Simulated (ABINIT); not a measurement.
A run of ABINIT 10.8.3 (patched build) is set up as follows.

The input run.abi:

```
# Datasets
ndtset 3

# Pseudopotentials
pp_dirpath "./"
pseudos "Mo.upf, Si.upf"

# Structure
acell 4.5352872291 4.5352872291 4.5352872291 Angstrom
rprim
    -0.3527891221     0.3527891221     0.8666485278
     0.3527891221    -0.3527891221     0.8666485278
     0.3527891221     0.3527891221    -0.8666485278
ntypat 2
znucl 42 14
natom 3
typat 1 2 2
xred
            0.0            0.0            0.0
   0.6670000000   0.6670000000            0.0
   0.3330000000   0.3330000000            0.0

# Plane-wave basis
ecut 35.0

# k points
ngkpt 12 12 12
nshiftk 1
shiftk 0.0 0.0 0.0
istwfk *1

# Exchange and correlation
ixc 7

# Bands and occupations
occopt 3
tsmear 0.05 eV

# SCF cycle
nstep 80

# Output
iomode 3
prteig 0
prtebands 0

# Dataset 1: ground state
nband1 15
tolvrs1 1.0e-12
prtden1 1
prtwf1 0
kptopt1 1

# Dataset 2: empty bands at fixed density
iscf2 -3
getden2 1
nband2 27
nbdbuf2 4
tolwfr2 1.0e-12
nstep2 120
prtden2 0
kptopt2 1

# Dataset 3: wave functions and velocity matrix elements in the full zone
optdriver3 8
wfk_task3 "wfk_optics_fullbz"
getwfk3 2
nband3 23
kptopt3 1
prtevk3 1
inclvkb3 2
```

File optic.abi:

```
&FILES
 ddkfile_1 = 'runo_DS3_1_EVK.nc',
 ddkfile_2 = 'runo_DS3_2_EVK.nc',
 ddkfile_3 = 'runo_DS3_3_EVK.nc',
 wfkfile = 'runo_DS3_WFK.nc'
/
&PARAMETERS
 broadening = 0.003675,
 domega = 0.002,
 maxomega = 0.8,
 scissor = 0.000000,
 tolerance = 0.002
/
&COMPUTATIONS
 num_lin_comp = 2,
 lin_comp = 11,33,
 num_nonlin_comp = 0
/
```

Potentials or basis: PseudoDojo NC SR LDA v0.4.1 standard.

The run is started by

```console
$ abinit run.abi > log 2>&1
$ optic optic.abi > optic.log 2>&1
```

(1) Predict the pressure.

(2) Estimate the largest force.

(3) Estimate the band gap on the k mesh.

## Answers

(1) -6.6 GPa.

(2) 0.372 eV/Å.

(3) none (metal or under the smearing width).
